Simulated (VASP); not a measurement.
Input of a VASP 6.6.1 run:

File INCAR:

```
PREC = Accurate ; ENCUT = 700
EDIFF = 1E-7 ; ISMEAR = 0
SIGMA = 0.02 ; LREAL = False
LASPH = True ; NELM = 120
ALGO = Fast ; ISIF = 3
LWAVE = False ; LCHARG = False
GGA = PE ; IBRION = 2
NSW = 60 ; EDIFFG = -0.005
```

File KPOINTS:

```
regular mesh
0
Gamma
  10 10 10
```

POSCAR

```
BeTe
1.0
    0.0000000000      2.8100000000      2.8100000000
    2.8100000000      0.0000000000      2.8100000000
    2.8100000000      2.8100000000      0.0000000000
Be Te
1 1
Direct
    0.0000000000      0.0000000000      0.0000000000
    0.2500000000      0.2500000000      0.2500000000
```

Potentials or basis: VASP PAW PBE potentials, release 64 (Be, Te).

Run with:

```console
$ cat potpaw_PBE.64/Be/POTCAR potpaw_PBE.64/Te/POTCAR > POTCAR
$ mpirun -np 1 vasp_std > vasp.out
```

Estimate the space group after relaxing (to 0.05 Å).

F-43m (No. 216).

Estimate the relaxed volume.

22.76 Å³/atom.

Final structure:
```
CELL_PARAMETERS angstrom
0.00000 2.83405 2.83405
2.83405 0.00000 2.83405
2.83405 2.83405 0.00000
ATOMIC_POSITIONS crystal
Be 0.00000 0.00000 0.00000
Te 0.25000 0.25000 0.25000
```
